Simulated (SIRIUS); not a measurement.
Os: equation of state with LDA

The system is Os.

```
CELL_PARAMETERS angstrom
2.73410 0.00000 0.00000
-1.36705 2.36780 0.00000
0.00000 0.00000 4.31970
ATOMIC_POSITIONS crystal
Os 0.66667 0.33333 0.75000
Os 0.33333 0.66667 0.25000
```

```yaml
Program: SIRIUS 7.12.0
Task: equation of state
Functional: LDA
Potentials_or_basis: all-electron FP-LAPW
Cutoff: 195 eV
Basis: apw+lo standard
k_mesh: 11 × 11 × 6
Occupations: fermi-dirac, width 0.05 eV
Spin: no spin polarisation
Muffin_tin_radii: Os 2.43 bohr
Basis_cutoff_gk_cutoff: 3.79 1/bohr
Cutoff_of_density_and_potential_pw_cutoff: 20 1/bohr
lmax_of_the_basis: 11
lmax_of_density_and_potential: 8
Valence_relativity: iora
Core_states: Os 1s2s2p3s3p3d4s4p4d
Local_orbitals_radial_functions: Os 17
Smallest_sphere_radius_times_basis_cutoff: 9.21
```

```
Equilibrium volume                        : 13.70 Å³/atom
Bulk modulus at fixed shape and positions : 447 GPa
Pressure derivative of the bulk modulus   : 4.8
```

Energy against volume, from the lowest point:
```tsv
volume (Å³/atom)	energy (meV/atom)
13.143	34.29
13.423	8.07
13.703	0.00
13.982	7.63
14.262	29.51
14.542	64.07
14.821	109.74
```

All runs of the series together: 7.5 min on 1 thread of Arm Neoverse V2 (shared host).

Caveat: the cell was scaled at fixed shape and fractional positions, which overstates the stiffness of a crystal with free parameters, most of all of layers and chains. The run has no spin-orbit coupling, so splittings on Os are missing.
